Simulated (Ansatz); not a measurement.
# MgO: changing the functional

Space group Fm-3m (No. 225). a = 4.194 Å, b = 4.194 Å, c = 4.194 Å, α = 90.00°, β = 90.00°, γ = 90.00°
| atom | site | symmetry | x | y | z |
| --- | --- | --- | --- | --- | --- |
| Mg | 4a | m-3m | 0.0000 | 0.0000 | 0.0000 |
| O | 4b | m-3m | 0.5000 | 0.0000 | 0.0000 |

Kept alike: task band structure; k mesh 6 × 6 × 6; occupations fermi-dirac, width 0.05 eV; no spin polarisation. Program: Ansatz, Ansatz PAW. Cutoffs run from 420 to 500 eV. The mesh is that of the run's cell of 2 atoms. No spin-orbit coupling.

| functional | band gap (eV) | pressure (GPa) |
| --- | --- | --- |
| BLYP | 5.149 | 9.16 |
| HSE06 | 6.622 | 0.89 |
| LDA | 4.783 | -4.13 |
| PBE | 4.869 | 6.89 |
| PBE0 | 7.364 | 0.98 |
| PBEsol | 4.758 | 2.31 |
| RPBE | 4.981 | 11.94 |
| r2SCAN | 5.760 | 1.26 |
| r2SCAN0 | 7.962 | -2.30 |
| revPBE | 4.956 | 10.81 |

Pressure is positive in compression, with a Pulay correction for the finite cutoff. Gaps are the smaller of the mesh's and the band path's. All rows use potentials made for PBE.

Q: What does the functional change here?

A: The band gap runs from 4.758 (PBEsol) to 7.962 eV (r2SCAN0). From PBE: BLYP +0.280; HSE06 +1.753; LDA -0.086; PBE0 +2.495; PBEsol -0.111; RPBE +0.112; r2SCAN +0.891; r2SCAN0 +3.093; revPBE +0.087. Measured: 7.83 eV (arxiv:0908.1581); nearest r2SCAN0, 0.132 eV off. The runs are for a static lattice. The pressure runs from -4.13 (LDA) to 11.94 GPa (RPBE). From PBE: BLYP +2.27; HSE06 -6.00; LDA -11.02; PBE0 -5.91; PBEsol -4.58; RPBE +5.05; r2SCAN -5.63; r2SCAN0 -9.19; revPBE +3.92. A positive pressure means that the functional's own cell is larger than the one given, a negative one that it is smaller.
